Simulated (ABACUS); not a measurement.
V:

```xyz
1
Lattice="-1.5144 1.5144 1.5144 1.5144 -1.5144 1.5144 1.5144 1.5144 -1.5144" Properties=species:S:1:pos:R:3 pbc="T T T"
V     0.0000    0.0000    0.0000
```

| Item | Value |
| --- | --- |
| Program | ABACUS 3.10.1 |
| Task | relaxation of cell and atoms |
| Functional | revTPSS |
| Potentials or basis | SG15 ONCV 1.2 PBE |
| Cutoff | 1320 eV |
| Density cutoff | 5279 eV |
| Basis | plane waves |
| k mesh | 8 × 8 × 8 |
| Occupations | fermi-dirac, width 0.05 eV |
| Spin | collinear spin, ferromagnetic start |
| Starting moments | [2.0] μB |

At the start: pressure -11.7 GPa; volume 13.89 Å³/atom.

Problem. Where does the relaxation end?

Solution. Over 5 steps the energy falls by 35.3 meV/atom and the volume is 12.98 Å³/atom (-6.5 %); space group Im-3m (No. 229, to 0.05 Å); moment 0.00 μB per cell.

Step by step:
```csv
step,energy change (eV),largest force (eV/Å),pressure (GPa),volume (Å³)
1,0.0000,0.0000,-11.68,13.89
2,0.0318,0.0000,21.27,11.89
3,-0.0352,0.0000,-0.30,13.00
4,-0.0353,0.0000,-0.02,12.98
5,-0.0353,0.0000,-0.02,12.98
```

Final structure:
```xyz
1
Lattice="-1.4805 1.4805 1.4805 1.4805 -1.4805 1.4805 1.4805 1.4805 -1.4805" Properties=species:S:1:pos:R:3 pbc="T T T"
V     0.0000    0.0000    0.0000
```

Caveat: the k mesh is coarse (spacing up to 0.37 Å⁻¹), so the values aren't converged; the potentials were made for another functional, which shifts forces and pressure.
